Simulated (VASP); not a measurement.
# Na2S (Fm-3m) in VASP: further runs

Runs on Na2S. Level: PBE. Tasks: single point.

Everything below comes from runs of VASP 6.6.1. Logs are shortened: lines on timing, memory, paths and dates and some standing lists are left out, and cuts for length are marked.

## (1) The crystal as given

The structure is cubic, space group Fm-3m (No. 225). The conventional cell has a = 6.547 Å, b = 6.547 Å, c = 6.547 Å, α = 90.00°, β = 90.00°, γ = 90.00°. S (site symmetry m-3m) has 8 Na at 2.83 Å as nearest neighbours. Na (site symmetry -43m) has 4 S at 2.83 Å as nearest neighbours.

## (2) Single point, PBE

Contents of INCAR:

```
SYSTEM = Na2S
PREC = Accurate
ENCUT = 400
EDIFF = 1E-6
ISMEAR = 0
SIGMA = 0.05
LREAL = .FALSE.
LASPH = .TRUE.
NELM = 100
ALGO = Normal
ISIF = 2
LWAVE = .FALSE.
LCHARG = .FALSE.
GGA = PE
NBANDS = 17
ADDGRID = .FALSE.
```

Contents of KPOINTS:

```
Automatic mesh
0
G
  3 3 3
  0 0 0
```

Contents of POSCAR:

```
Na2S
1.0
    0.0000000000      3.2735000000      3.2735000000
    3.2735000000      0.0000000000      3.2735000000
    3.2735000000      3.2735000000      0.0000000000
S Na
1 2
Direct
    0.0000000000      0.0000000000      0.0000000000
    0.7500000000      0.7500000000      0.7500000000
    0.2500000000      0.2500000000      0.2500000000
```

Potentials or basis: VASP PAW PBE potentials, release 64 (S, Na_pv).

Started as:

```sh
> cat potpaw_PBE.64/S/POTCAR potpaw_PBE.64/Na_pv/POTCAR > POTCAR
> mpirun -np 1 vasp_std > vasp.out
```

OUTCAR:

```text
SYSTEM = Na2S
   PREC = Accurate
   ENCUT = 400
   EDIFF = 1E-6
   ISMEAR = 0
   LREAL = .FALSE.
   LASPH = .TRUE.
   NELM = 100
   ISIF = 2
   GGA = PE

 Found      4 irreducible k-points:

 Following reciprocal coordinates:
            Coordinates               Weight
  0.000000  0.000000  0.000000      1.000000
  0.333333  0.000000  0.000000      8.000000
  0.333333  0.333333  0.000000      6.000000
 -0.333333  0.333333  0.000000     12.000000
   k-points           NKPTS =      4   k-points in BZ     NKDIM =      4   number of bands    NBANDS=     17
   number of dos      NEDOS =    301   number of ions     NIONS =      3
   total plane-waves  NPLWV =  27000
   dimension x,y,z NGX =    30 NGY =   30 NGZ =   30
   dimension x,y,z NGXF=    60 NGYF=   60 NGZF=   60
   ions per type =               1   2
   NGX,Y,Z   is equivalent  to a cutoff of  10.77, 10.77, 10.77 a.u.
   NGXF,Y,Z  is equivalent  to a cutoff of  21.55, 21.55, 21.55 a.u.
 SYSTEM =  Na2S
   PREC   = accura    normal or accurate (medium, high low for compatibility)
   ISTART =      0    job   : 0-new  1-cont  2-samecut
   ICHARG =      2    charge: 1-file 2-atom 10-const
   ISPIN  =      1    spin polarized calculation?
   LNONCOLLINEAR =      F non collinear calculations
   LSORBIT =      F    spin-orbit coupling
   LASPH  =      T    aspherical Exc in radial PAW
   ENCUT  =  400.0 eV  29.40 Ry    5.42 a.u.   7.55  7.55  7.55*2*pi/ulx,y,z
   NELM   =    100;   NELMIN=  2; NELMDL= -5     # of ELM steps
   EDIFF  = 0.1E-05   stopping-criterion for ELM
[... 8 lines left out ...]
   TEBEG  =    0.0;   TEEND  =   0.0 temperature during run
   PSTRESS=    0.0 pullay stress
   NELECT =      20.0000    total number of electrons
   NUPDOWN=      -1.0000    fix difference up-down
   EMIN   =  10.00;   EMAX   =-10.00  energy-range for DOS
[... 5 lines left out ...]
     AMIX     =   0.40;   BMIX     =  1.00
     AMIX_MAG =   1.60;   BMIX_MAG =  1.00
  volume/ion in A,a.u.               =      23.39       157.81
  Fermi-wavevector in a.u.,A,eV,Ry     =   1.077447  2.036079 15.794888  1.160892
  Thomas-Fermi vector in A             =   2.213359
   LORBIT       =      0    0 simple, 1 ext, 2 COOP (PROOUT), +10 PAW based schemes
   GGA     = PE    functional components
   LHFCALC =     F    Hartree Fock is set to
   AEXX    =    0.0000 exact exchange contribution
   IVDW    =     0    specifies the selected vdW correction
   LEPSILON=     F    determine dielectric tensor
   LRPA    =     F    only Hartree local field effects (RPA)
 non-spin polarized calculation
 Gauss-broadening in eV      SIGMA  =   0.05
  energy-cutoff  :      400.00
  volume of cell :       70.16
 maximum number of plane-waves:      1276
 NGX is ok and might be reduce to    30
   NGX = 15   NGY = 15   NGZ = 15

 number of electron      19.9999960 magnetization

 Free energy of the ion-electron system (eV)
  ---------------------------------------------------
  ext. energy  EPLUGINS =         0.00000000
  ---------------------------------------------------
  free energy    TOTEN  =        -9.94601810 eV

  energy without entropy =       -9.94601810  energy(sigma->0) =       -9.94601810

 E-fermi :   0.4331     XC(G=0):  -7.8033

 val. band max:        0.2042273798   @ k =   0.0000   0.0000   0.0000
 cond. band min:       2.6657014924   @ k =   0.0000   0.0000   0.0000
 fundamental gap:      2.4614741126
 Fermi energy:         0.4331291267

 k-point     1 :       0.0000    0.0000    0.0000
  band No.  band energies     occupation
      1     -22.0768      2.00000
      2     -22.0768      2.00000
      3     -22.0768      2.00000
      4     -22.0236      2.00000
      5     -22.0236      2.00000
      6     -22.0236      2.00000
[... 9 lines left out ...]
     16       9.5364      0.00000
     17      11.3900      0.00000

 k-point     2 :       0.3333    0.0000    0.0000
  band No.  band energies     occupation
      1     -22.0677      2.00000
      2     -22.0643      2.00000
      3     -22.0642      2.00000
      4     -22.0420      2.00000
      5     -22.0378      2.00000
      6     -22.0378      2.00000
[... 9 lines left out ...]
     16       9.9395      0.00000
     17      10.5475      0.00000

 k-point     3 :       0.3333    0.3333    0.0000
  band No.  band energies     occupation
      1     -22.0851      2.00000
      2     -22.0850      2.00000
      3     -22.0829      2.00000
      4     -22.0268      2.00000
      5     -22.0186      2.00000
      6     -22.0185      2.00000
[... 9 lines left out ...]
     16      10.9671      0.00000
     17      12.9376      0.00000

 k-point     4 :      -0.3333    0.3333    0.0000
  band No.  band energies     occupation
      1     -22.0957      2.00000
      2     -22.0745      2.00000
      3     -22.0717      2.00000
      4     -22.0337      2.00000
      5     -22.0319      2.00000
      6     -22.0136      2.00000
[... 9 lines left out ...]
     16      10.2550      0.00000
     17      13.3200      0.00000

------------------------ aborting loop because EDIFF is reached ----------------------------------------

  FORCE on cell =-STRESS in cart. coord.  units (eV):
  Direction    XX          YY          ZZ          XY          YZ          ZX
  --------------------------------------------------------------------------------------
  -------------------------------------------------------------------------------------
  Total        0.0812620      0.0812620      0.0812620     -0.0000000     -0.0000000      0.0000000
  in kB        1.8558006      1.8558006      1.8558006     -0.0000000     -0.0000000      0.0000000
  external PRESSURE =       1.8558006 kB  Pullay stress =       0.0000000 kB

 VOLUME and BASIS-vectors are now :
 -----------------------------------------------------------------------------
  energy-cutoff  :      400.00
  volume of cell :       70.16
      direct lattice vectors                 reciprocal lattice vectors
     0.000000000  3.273500000  3.273500000    -0.152741714  0.152741714  0.152741714
     3.273500000  0.000000000  3.273500000     0.152741714 -0.152741714  0.152741714
     3.273500000  3.273500000  0.000000000     0.152741714  0.152741714 -0.152741714

 POSITION                                       TOTAL-FORCE (eV/Angst)
 -----------------------------------------------------------------------------------
      0.00000      0.00000      0.00000         0.000000      0.000000     -0.000000
      4.91025      4.91025      4.91025        -0.000000     -0.000000     -0.000000
      1.63675      1.63675      1.63675         0.000000      0.000000      0.000000
 -----------------------------------------------------------------------------------
    total drift:                                0.000000     -0.000000      0.000000

  FREE ENERGIE OF THE ION-ELECTRON SYSTEM (eV)
  ---------------------------------------------------
  free  energy   TOTEN  =        -9.9460180967 eV

  energy  without entropy=       -9.9460180967  energy(sigma->0) =       -9.94601810
```

OSZICAR:

```text
N       E                     dE             d eps       ncg     rms          rms(c)
DAV:   1     0.130162218197E+03    0.13016E+03   -0.90101E+03   136   0.102E+03
DAV:   2    -0.198738897880E+01   -0.13215E+03   -0.12476E+03   168   0.281E+02
DAV:   3    -0.106968420265E+02   -0.87095E+01   -0.86773E+01   172   0.808E+01
DAV:   4    -0.108130198843E+02   -0.11618E+00   -0.11614E+00   157   0.100E+01
DAV:   5    -0.108157915575E+02   -0.27717E-02   -0.27716E-02   174   0.152E+00    0.370E+00
DAV:   6    -0.999098040646E+01    0.82481E+00   -0.16313E+00   175   0.551E+00    0.297E+00
DAV:   7    -0.993409110677E+01    0.56889E-01   -0.24934E-01   149   0.208E+00    0.193E+00
DAV:   8    -0.994402716132E+01   -0.99361E-02   -0.17811E-02   140   0.108E+00    0.535E-01
DAV:   9    -0.994409107796E+01   -0.63917E-04   -0.75160E-04   174   0.190E-01    0.366E-01
DAV:  10    -0.994595124678E+01   -0.18602E-02   -0.29335E-03   140   0.282E-01    0.125E-01
DAV:  11    -0.994599484367E+01   -0.43597E-04   -0.64805E-05   148   0.774E-02    0.100E-02
DAV:  12    -0.994602010122E+01   -0.25258E-04   -0.41967E-05   140   0.284E-02    0.249E-02
DAV:  13    -0.994601818287E+01    0.19184E-05   -0.71903E-06   159   0.131E-02    0.335E-03
DAV:  14    -0.994601809675E+01    0.86123E-07   -0.37892E-07   107   0.519E-03
   1 F= -.99460181E+01 E0= -.99460181E+01  d E =-.247704E-11
```

stdout:

```text
POSCAR found type information on POSCAR S Na
 POSCAR found :  2 types and       3 ions
 scaLAPACK will be used
 LDA part: xc-table for (Slater+PW92), standard interpolation
 POSCAR, INCAR and KPOINTS ok, starting setup
 FFT: planning ... GRIDC
 FFT: planning ... GRID_SOFT
 FFT: planning ... GRID
 WAVECAR not read
 entering main loop
```

It took 3.6 s on 1 thread of Intel Xeon Platinum 8488C (Sapphire Rapids), shared host; peak memory 0.15 GiB.

The run converged, but some of its settings lie outside the range that counts as converged, so its numbers aren't taken as properties of the crystal.

Results:

| Quantity | Value |
| --- | --- |
| Free energy | -9.9460 eV |
| Pressure | 0.2 GPa |
| Band gap on the k mesh | 2.46 eV, direct |

Caveat: the k mesh is coarse (spacing up to 0.55 Å⁻¹), so the values aren't converged.

## (3) Single point, PBE

INCAR, as its differences from that of step 2:

```diff
@@ -2,3 +2,3 @@
 PREC = Accurate
-ENCUT = 400
+ENCUT = 460
 EDIFF = 1E-6
```

KPOINTS is that of step 2.

POSCAR is that of step 2.

Potentials or basis: VASP PAW PBE potentials, release 64 (S, Na_pv).

Started as:

```sh
> cat potpaw_PBE.64/S/POTCAR potpaw_PBE.64/Na_pv/POTCAR > POTCAR
> mpirun -np 1 vasp_std > vasp.out
```

Run time: 3.3 s. Hardware: 1 thread of Intel Xeon Platinum 8488C (Sapphire Rapids), shared host; peak memory 0.16 GiB.

These settings aren't checked as converged: the numbers below hold their error.

What came out:

```yaml
Free_energy: -9.9466 eV
Pressure: 0.3 GPa
Band_gap_on_the_k_mesh: 2.46 eV, direct
```

Caveat: the k mesh is coarse (spacing up to 0.55 Å⁻¹), so the values aren't converged.

## (4) Single point, PBE

INCAR, as its differences from that of step 3:

```diff
@@ -2,3 +2,3 @@
 PREC = Accurate
-ENCUT = 460
+ENCUT = 520
 EDIFF = 1E-6
```

KPOINTS is that of step 3.

POSCAR is that of step 3.

Started as:

```sh
> cat potpaw_PBE.64/S/POTCAR potpaw_PBE.64/Na_pv/POTCAR > POTCAR
> mpirun -np 1 vasp_std > vasp.out
```

It took 4.5 s on 1 thread of Intel Xeon Platinum 8488C (Sapphire Rapids), shared host; peak memory 0.19 GiB.

The run converged, but some of its settings lie outside the range that counts as converged, so its numbers aren't taken as properties of the crystal.

What came out:

| Item | Value |
| --- | --- |
| Free energy | -9.9467 eV |
| Pressure | 0.4 GPa |
| Band gap on the k mesh | 2.46 eV, direct |

Caveat: the k mesh is coarse (spacing up to 0.55 Å⁻¹), so the values aren't converged.

## (5) Single point, PBE

INCAR, as its differences from that of step 4:

```diff
@@ -2,3 +2,3 @@
 PREC = Accurate
-ENCUT = 520
+ENCUT = 220
 EDIFF = 1E-6
```

Contents of KPOINTS:

```
Automatic mesh
0
G
  5 5 5
  0 0 0
```

POSCAR is that of step 4.

Potentials or basis: VASP PAW PBE potentials, release 64 (S, Na_pv).

Started as:

```sh
> cat potpaw_PBE.64/S/POTCAR potpaw_PBE.64/Na_pv/POTCAR > POTCAR
> mpirun -np 1 vasp_std > vasp.out
```

OUTCAR:

```text
SYSTEM = Na2S
   PREC = Accurate
   ENCUT = 220
   EDIFF = 1E-6
   ISMEAR = 0
   LREAL = .FALSE.
   LASPH = .TRUE.
   NELM = 100
   ISIF = 2
   GGA = PE

 Found     10 irreducible k-points:

 Following reciprocal coordinates:
            Coordinates               Weight
  0.000000  0.000000  0.000000      1.000000
  0.200000  0.000000  0.000000      8.000000
  0.400000  0.000000  0.000000      8.000000
  0.200000  0.200000  0.000000      6.000000
  0.400000  0.200000  0.000000     24.000000
 -0.400000  0.200000  0.000000     24.000000
[... 199 lines left out ...]
  FORCE on cell =-STRESS in cart. coord.  units (eV):
  Direction    XX          YY          ZZ          XY          YZ          ZX
  --------------------------------------------------------------------------------------
  -------------------------------------------------------------------------------------
  Total       -4.9780307     -4.9780307     -4.9780307     -0.0000000     -0.0000000      0.0000000
  in kB     -113.6844655   -113.6844655   -113.6844655     -0.0000000     -0.0000000      0.0000000
  external PRESSURE =    -113.6844655 kB  Pullay stress =       0.0000000 kB

 VOLUME and BASIS-vectors are now :
 -----------------------------------------------------------------------------
  energy-cutoff  :      220.00
  volume of cell :       70.16
      direct lattice vectors                 reciprocal lattice vectors
     0.000000000  3.273500000  3.273500000    -0.152741714  0.152741714  0.152741714
     3.273500000  0.000000000  3.273500000     0.152741714 -0.152741714  0.152741714
     3.273500000  3.273500000  0.000000000     0.152741714  0.152741714 -0.152741714

 POSITION                                       TOTAL-FORCE (eV/Angst)
 -----------------------------------------------------------------------------------
      0.00000      0.00000      0.00000        -0.000000     -0.000000     -0.000000
      4.91025      4.91025      4.91025         0.000000      0.000000     -0.000000
      1.63675      1.63675      1.63675        -0.000000      0.000000      0.000000
 -----------------------------------------------------------------------------------
    total drift:                               -0.000000      0.000000      0.000000

  FREE ENERGIE OF THE ION-ELECTRON SYSTEM (eV)
  ---------------------------------------------------
  free  energy   TOTEN  =        -9.7779111563 eV

  energy  without entropy=       -9.7779111563  energy(sigma->0) =       -9.77791116
```

OSZICAR:

```text
N       E                     dE             d eps       ncg     rms          rms(c)
DAV:   1     0.990884023342E+02    0.99088E+02   -0.70962E+03   348   0.673E+02
DAV:   2    -0.531574029530E+01   -0.10440E+03   -0.10249E+03   393   0.224E+02
DAV:   3    -0.105546892144E+02   -0.52389E+01   -0.52273E+01   403   0.543E+01
DAV:   4    -0.106094233900E+02   -0.54734E-01   -0.54718E-01   394   0.574E+00
DAV:   5    -0.106103251726E+02   -0.90178E-03   -0.90169E-03   453   0.702E-01    0.504E+00
DAV:   6    -0.981244014921E+01    0.79789E+00   -0.15878E+00   419   0.618E+00    0.389E+00
DAV:   7    -0.976652723067E+01    0.45913E-01   -0.25783E-01   404   0.219E+00    0.249E+00
DAV:   8    -0.977746406092E+01   -0.10937E-01   -0.26359E-02   349   0.108E+00    0.948E-01
DAV:   9    -0.977644280829E+01    0.10213E-02   -0.13124E-03   368   0.197E-01    0.575E-01
DAV:  10    -0.977785901282E+01   -0.14162E-02   -0.39782E-03   347   0.235E-01    0.188E-01
DAV:  11    -0.977789410683E+01   -0.35094E-04   -0.10625E-04   362   0.546E-02    0.980E-02
DAV:  12    -0.977791179933E+01   -0.17693E-04   -0.36443E-05   346   0.242E-02    0.400E-02
DAV:  13    -0.977791115633E+01    0.64300E-06   -0.85074E-06   389   0.160E-02
   1 F= -.97779112E+01 E0= -.97779112E+01  d E =-.118686E-13
```

stdout:

```text
POSCAR found type information on POSCAR S Na
 POSCAR found :  2 types and       3 ions
 scaLAPACK will be used
 LDA part: xc-table for (Slater+PW92), standard interpolation
 POSCAR, INCAR and KPOINTS ok, starting setup
 FFT: planning ... GRIDC
 FFT: planning ... GRID_SOFT
 FFT: planning ... GRID
 WAVECAR not read
 entering main loop
```

It took 2.7 s on 1 thread of Intel Xeon Platinum 8488C (Sapphire Rapids), shared host; peak memory 0.12 GiB.

The run converged, but a check on its numbers failed (symmetry, net force, bounds or a known fault of this set-up), so they aren't taken as properties of the crystal.

Caveat: the cutoff lies under the usual one of these potentials, so the numbers hold a large basis-set error.
